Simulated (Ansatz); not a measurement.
What does this script print? It uses the Python package of Ansatz (0.2.0).

The script, `berry.py`:
```python
"""Change of polarisation in AlAs when one atom moves."""

import ansatz as az
import numpy as np

crystal = (
    az.Lattice.of([0.0, 2.8304, 2.8304], [2.8304, 0.0, 2.8304], [2.8304, 2.8304, 0.0])
    .atom("Al", [0.0, 0.0, 0.0])
    .atom("As", [0.25, 0.25, 0.25])
)

def berry(structure):
    return (
        structure.calculation()
        .functional("PBE")
        .scf(tolerance=1e-07)
        .kpoints(spacing=0.36)  # the mesh must be finer for metals
        .basis(450)
        .occupations("fixed")  # no smearing
        .polarization()
        .run()
        .polarization()
    )


vectors = np.array(crystal.lattice.vectors)
shifted = crystal.move(0, to=np.array(crystal.sites[0].position) + 0.01 * np.linalg.inv(vectors)[1])
before, after = berry(crystal), berry(shifted)
for label, p in (("as typed", before), ("shifted", after)):
    print(label, "reduced polarisation:", [round(axis.reduced, 4) for axis in p.axes], "modulo", p.modulus)
# take the change on the nearest branch, then turn it into a dipole per cell
change = np.array([b.reduced - a.reduced for a, b in zip(before.axes, after.axes)])
change -= before.modulus * np.round(change / before.modulus)
dipole = change @ vectors
print("dipole change (e A):", np.round(dipole, 4) + 0.0)
print("column of the Born charge of", crystal.sites[0].symbol, "for a shift along y:", np.round(dipole / 0.01, 2) + 0.0)
```

```console
$ python berry.py
as typed reduced polarisation: [3.25, 3.25, 3.25] modulo 1
shifted reduced polarisation: [3.2538, 3.2462, 3.2538] modulo 1
dipole change (e A): [0.     0.0214 0.    ]
column of the Born charge of Al for a shift along y: [0.   2.14 0.  ]
```

Reading the output:
- The structure is a deposited one; some such entries were measured under pressure or heat, so a shift against it needn't be the functional's error alone.
- Polarisation is defined up to a quantum, so only the change along a continuous path has meaning.
- Run time: 12 s on 1 thread of Intel(R) Xeon(R) Platinum 8259CL CPU @ 2.50GHz (Skylake/Cascade Lake), with other jobs on the host, peak memory 0.44 GiB.

(Lines on the test bed's own set-up are left out of the output.)
